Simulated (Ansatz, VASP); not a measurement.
# BiRh in two plane-wave programs, part 2 of 2

Wanted: the spread between two codes on one cell, functional and k mesh. The two relaxations start from unlike cells of this crystal (the structure described is Ansatz's start), so only their ends are compared.

VASP 6.6.1 and Ansatz 0.2.0.

So far: The starting structure; Ansatz: relaxation of cell and atoms, PBEsol with D3(BJ); VASP: relaxation of cell and atoms, PBEsol with D3(BJ); Comparison.

## (5) VASP: relaxation of cell and atoms, BLYP

Level of this step: BLYP; plane waves and PAW (Bi_d, Rh_pv) (VASP).

The relaxed volume is the usual yardstick between codes: in a stiff, nearly cubic crystal its relative difference is about their pressure difference at one cell divided by the bulk modulus.

Input file INCAR:

```
SYSTEM = BiRh
PREC = Accurate
ENCUT = 500
EDIFF = 1E-07
NELM = 120
ISMEAR = 0
SIGMA = 0.1
LREAL = .FALSE.
ALGO = Normal
GGA = B5
ALDAX = 1
AGGAX = 1
AGGAC = 1
ALDAC = 0
NBANDS = 37
LASPH = .TRUE.
LORBIT = 11
LWAVE = .FALSE.
LCHARG = .FALSE.
ISIF = 3
IBRION = 2
NSW = 80
EDIFFG = -0.005
GGA_COMPAT = .FALSE.
NELMIN = 4
KPAR = 2
```

Input file POSCAR:

```
BiRh
1.0
    4.2650915053      0.0000000000      0.0000000000
   -2.1325457526      3.6936775896      0.0000000000
    0.0000000000      0.0000000000      5.8724313532
Bi Rh
2 2
Direct
    0.3333333334      0.6666666668      0.2500000000
    0.6666666668      0.3333333334      0.7500000000
    0.0000000001      0.0000000001      0.0000000000
    0.0000000001      0.0000000001      0.5000000000
```

Input file KPOINTS:

```
Automatic mesh
0
Gamma
12 12 6
0 0 0
```

Potentials, in the order of the species: Bi_d and Rh_pv (PBE family, release 64).

Command:

```bash
mpirun -np 2 vasp_std
```

Numbers of over 12 decimals in the logs are rounded to 6 here.

Log:

```text
[banner, memory and clock lines left out]
running    2 mpi-ranks, on    1 nodes
[...]
[... a notice as in an earlier step ...]

 LDA part: xc-table for (Slater(with rela. corr.)+VWN5), standard interpolation
 POSCAR, INCAR and KPOINTS ok, starting setup
[...]
entering main loop
       N       E                     dE             d eps       ncg     rms          rms(c)
DAV:   1     0.777168037682E+03    0.77717E+03   -0.32915E+04  5741   0.197E+03
DAV:   2     0.510001605153E+02   -0.72617E+03   -0.71019E+03  5673   0.594E+02
DAV:   3    -0.165930647562E+02   -0.67593E+02   -0.64955E+02  6277   0.186E+02
DAV:   4    -0.195800093677E+02   -0.29869E+01   -0.29618E+01  6371   0.397E+01
[...]
DAV:  12    -0.193604188929E+02   -0.20845E-06   -0.45596E-06  6661   0.147E-02    0.290E-03
DAV:  13    -0.193604187537E+02    0.13920E-06   -0.49162E-07  5567   0.568E-03    0.476E-04
DAV:  14    -0.193604187394E+02    0.14275E-07   -0.22796E-08  3692   0.120E-03
   1 F= -.19360419E+02 E0= -.19351137E+02  d E =-.193604E+02
[...]
N       E                     dE             d eps       ncg     rms          rms(c)
DAV:   1    -0.193605583125E+02   -0.13956E-03   -0.29680E-03  6059   0.506E-01    0.814E-02
DAV:   2    -0.193604710030E+02    0.87310E-04   -0.80398E-04  5854   0.217E-01    0.446E-02
DAV:   3    -0.193604240560E+02    0.46947E-04   -0.14567E-04  6054   0.935E-02    0.145E-02
DAV:   4    -0.193604193181E+02    0.47379E-05   -0.25116E-05  7125   0.433E-02    0.337E-03
DAV:   5    -0.193604200888E+02   -0.77067E-06   -0.19371E-06  6881   0.118E-02    0.211E-03
DAV:   6    -0.193604203094E+02   -0.22059E-06   -0.29857E-07  4868   0.434E-03    0.375E-04
DAV:   7    -0.193604203398E+02   -0.30463E-07   -0.29280E-08  3107   0.133E-03
   2 F= -.19360420E+02 E0= -.19351135E+02  d E =-.160042E-05
 trial-energy change:   -0.000002  1 .order   -0.000003   -0.000006    0.000001
 step:   0.6986(harm=  0.8869)  dis= 0.00000  next Energy=   -19.360420 (dE=-0.174E-05)
 reached required accuracy - stopping structural energy minimisation
```

From OUTCAR (step 5):

```text
  Total        0.0099733      0.0099733      0.0013892      0.0000000      0.0000000     -0.0000000
  in kB        0.1727731      0.1727731      0.0240659      0.0000000      0.0000000     -0.0000000
  external PRESSURE =       0.1232041 kB  Pullay stress =       0.0000000 kB

 POSITION                                       TOTAL-FORCE (eV/Angst)
 -----------------------------------------------------------------------------------
      0.00000      2.46240      1.46772        -0.000000      0.000000      0.000000
      2.13250      1.23120      4.40315        -0.000000     -0.000000     -0.000000
      0.00000      0.00000      0.00000         0.000000      0.000000      0.000000
      0.00000      0.00000      2.93543         0.000000      0.000000      0.000000
 -----------------------------------------------------------------------------------
    total drift:                               -0.000000     -0.000001      0.000000

  FREE ENERGIE OF THE ION-ELECTRON SYSTEM (eV)
  ---------------------------------------------------
  free  energy   TOTEN  =       -19.3604203398 eV

  energy  without entropy=      -19.3418490708  energy(sigma->0) =      -19.35113471

[... 2 parts as in an earlier step ...]

[... 2 further parts left out ...]
[key lines of the parts left out:]
E-fermi :   8.8358
```

## (6) Ansatz: relaxation of cell and atoms, BLYP

Its own start cell and the same functional (in two slightly different forms), mesh and smearing now go to Ansatz, which takes its cutoff from its data sets.

The two relaxations start from unlike cells of this crystal, so only their ends are compared.

Input file input.yaml:

```yaml
crystal:
  lattice:
    - [4.094, 0.0, 0.0]
    - [-2.047, 3.5455080031, 0.0]
    - [0.0, 0.0, 5.663]
  atoms:
    - { symbol: Bi, position: [0.3333333333, 0.6666666667, 0.25] }
    - { symbol: Bi, position: [0.6666666667, 0.3333333333, 0.75] }
    - { symbol: Rh, position: [0.0, 0.0, 0.0] }
    - { symbol: Rh, position: [0.0, 0.0, 0.5] }
kpoints:
  mp_grid: { grid: [12, 12, 6] }
hamiltonian:
  xc: blyp
scf:
  occupations: { method: gaussian, width: 0.1 }
output:
  forces: true
  stress: true
  eigenvalues: true
relax:
  adjacent_minimum: "off"
  f_tol: 0.005
  max_steps: 60
  cell: { stress_tol: 0.03 }
```

Command:

```bash
ansatz run input.yaml --threads 4 --pin off --max-ram 8192MiB --backend cpu --events-out ev --progress --plain --runs-dir out
```

Log:

```text
[...]
Crystal: 4 atoms, lattice volume = 82.200 Å³
Basis set: ecut = 420 eV, 1603 PW (Γ), exchange–correlation on 60×60×80 points (8 copies of the dense FFT grid, shifted against one another)
Bands: 39, of which v1, the nominal top of the filled ones, is band 32 counted from 1 (31 counted from 0)
Symmetry: 24 space group operations
[...]
k-points: 76 of 864
[...]
--- Relaxed structure (4 steps of the walk, 4 accepted, 1 SCFs on fresh bases) ---
[...]
cell:  # Å, volume = 92.2311 Å³
    - [4.261182, 0, 0]
    - [-2.130591, 3.690292, 0]
    - [0, 0, 5.865248]
  atoms:
    - { symbol: Bi, position: [0.333333, 0.666667, 0.250000] }
    - { symbol: Bi, position: [0.666667, 0.333333, 0.750000] }
    - { symbol: Rh, position: [0, 0, 0] }
    - { symbol: Rh, position: [0, 0, 0.500000] }
[key lines of the parts left out:]
SCF converged after 7 iterations
Free energy (F): -37685.389850 eV
Fermi energy:    14.549173 eV
P = ⅓ Tr σ = 0.0022 GPa (0.022 kbar)
```

## (7) Side by side

What differs besides the data sets and the points named for the pairs above, as far as they apply: the data sets hold 64 valence electrons in Ansatz (on its default PAW (the set named soft_2) files) and 60 in VASP; VASP's log shows a relativistic correction to its local exchange, Ansatz's none. Total energies have different zeros and are not compared.

Compared:

| quantity | Ansatz | VASP | difference |
| --- | --- | --- | --- |
| volume (Å³) | 92.23 | 92.49 | -0.27 % |
| edge a after relaxation, in the typed setting (Å) | 4.261 | 4.265 | -0.09 % |
| edge c after relaxation, in the typed setting (Å) | 5.865 | 5.871 | -0.10 % |

## (8) Results

```
difference in volume (relaxation of cell and atoms, PBEsol with D3(BJ)) : -0.086 %
difference in volume (relaxation of cell and atoms, BLYP)               : -0.27 %
```

In words: The difference in volume is -0.27 % (relaxation of cell and atoms, BLYP), within the 1.2 % picked in this series as the mark of a large difference, as far as the stopping tolerances let one tell. The data sets hold unlike numbers of valence electrons (64 in Ansatz and 60 in VASP), so part of the differences comes from the potentials. 1 further run of this series is not shown here. Such differences can come from data sets, numerical settings and the points named under the comparisons, not from the functional's error against experiment.

[Lines on the potential files, build, host, timing and source positions are cut from VASP's logs without a mark.]

[Logs are printed without paths, hosts, clocks, repeated set-up lines and the standing remarks that a program may print on its own settings, such as how far it seeks lower states.]

[Hosts, paths, dates, database ids (printed as entryN), source tags and the programs' standing remarks are cut or masked in the printed files.]
